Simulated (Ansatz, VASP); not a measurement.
## TePb in VASP and in Ansatz

```
Pb Te
1.0
     4.00229    0.00000    0.00000
     0.00000    4.00229    0.00000
     0.00000    0.00000    4.00229
Pb Te
1 1
Direct
  0.00000 0.00000 0.00000
  0.50000 0.50000 0.50000
```

Measurements of this composition are mostly on another form, of space group No. 225.

Alike in both runs: task single point; functional PBE; k mesh 7 × 7 × 7; occupations gaussian, width 0.025 eV; no spin polarisation.

|  | VASP | Ansatz |
| --- | --- | --- |
| version | VASP 6.6.1 | Ansatz 0.2.0 |
| potentials or method | VASP PAW PBE potentials, release 64 (Pb_d, Te), cutoff 520 eV | all-electron LAPW, scalar-relativistic |

```tsv
	VASP	Ansatz	Ansatz less VASP
gap on the k mesh at the Fermi level (eV)	none	none	-
pressure (GPa)	0.0	0.1	+0.06
```

A gap of «none» marks a metal or a gap that the smearing closes. Ansatz ran all-electron here, so the differences hold the error of VASP's frozen core and of both bases.

Spin-orbit coupling is left out, which matters for the levels of Pb, Te.
